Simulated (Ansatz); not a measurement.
# Ti: the cost of one run

Program: Ansatz 0.2.0. Level of theory: DFT PBEsol, scalar-relativistic, plane waves, PAW. These are calculated values, not measurements.

1 further run of the same task is left out (set aside as unsound or not needed).

**1. The starting structure**

Symmetry: P6_3/mmc, No. 194, hexagonal system. Conventional cell: a = 2.900 Å, b = 2.900 Å, c = 4.591 Å, α = 90.00°, β = 90.00°, γ = 120.00°. Ti (site symmetry -6m2) is surrounded by 12 Ti at 2.84 to 2.90 Å.

As a file:

```
CELL_PARAMETERS angstrom
2.90044 0.00000 0.00000
-1.45022 2.51185 0.00000
0.00000 0.00000 4.59099
ATOMIC_POSITIONS crystal
Ti 0.33333 0.66667 0.25000
Ti 0.66667 0.33333 0.75000
```

This cell was relaxed beforehand with the same method: volume 16.72 Å³/atom, gap on the mesh none (metal).

**2. Zero of energy**

The reference gives a free energy of -4947.8039 eV, pressure 0.06 GPa, largest force 0.000 eV/Å and gap on the mesh none (metal). It was computed beforehand with the settings of the runs below.

**3. Breaking the symmetry**

All atoms moved at random, sigma 0.02 Å a component, cell strained at random, sigma 0.03. Displacements in the unstrained cell, with the mean shift removed:

```tsv
atom	ux (Å)	uy (Å)	uz (Å)
Ti1	0.016	0.005	0.016
Ti2	-0.016	-0.005	-0.016
```

Strain (xx, yy, zz, yz, xz, xy; engineering shear): (0.0077, 0.0056, -0.0048, 0.0647, 0.0381, 0.0393).

**4. The disturbed cell, one point**

input.yaml

```yaml
crystal:
  lattice:
    - [2.9226523258, 0.0570325821, 0.0553030331]
    - [-1.411934498, 2.4975249946, 0.0536612693]
    - [0.0875371036, 0.1486180062, 4.5689303628]
  atoms:
    - { symbol: Ti, position: [0.3396413827, 0.6684802533, 0.2535127412] }
    - { symbol: Ti, position: [0.6603586173, 0.3315197467, 0.7464872588] }
basis:
  ecutwfc: 420
kpoints:
  mp_grid: { grid: [12, 12, 8] }
hamiltonian:
  xc: pbesol
scf:
  occupations: { method: gaussian, width: 0.15 }
output:
  forces: true
  stress: true
  eigenvalues: true
```

Command:

```bash
> ansatz run input.yaml --threads 1 --pin off --max-ram 2560MiB --backend cpu --events-out ev --progress --plain --runs-dir out
```

**Question.** How long does this run take on 1 thread of Intel Xeon 6975P-C (Granite Rapids), shared host, and how much memory does it need?

About 8.1 s, with a peak of 0.56 GiB.
